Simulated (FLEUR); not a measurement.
The system is NaF (Villiaumite).

```
Na F
1.0
     0.00000    2.32000    2.32000
     2.32000    0.00000    2.32000
     2.32000    2.32000    0.00000
Na F
1 1
Cartesian
  0.0000 0.0000 0.0000
  2.3200 2.3200 2.3200
```

Program: FLEUR MaX-R8.1 (later development tree). Alike in all runs: task band structure; potentials or basis all-electron, FLAPW; no spin polarisation; cell as given; k mesh 10 × 10 × 10; smearing fermi-dirac 0.05 eV; kmax 4.5 1/bohr.

Problem. Order these runs on this cell by their band gap on the k mesh, lowest first.
A. level PBEsol; max iterations 60; mixer history 15; density convergence 1e-05 me/bohr^3
B. level LDA; max iterations 60; mixer history 15; density convergence 1e-05 me/bohr^3
C. level r2SCAN; max iterations 80; mixer history 30; density convergence 0.0001 me/bohr^3

Solution. B (5.95 eV), A (6.15 eV), C (7.11 eV).

Caveats: the meta-GGA is that of a development version, with a GGA for the radial functions and cores and without core tails (some runs).

A k mesh can miss the band edges.

Not every run made on this cell is shown here.
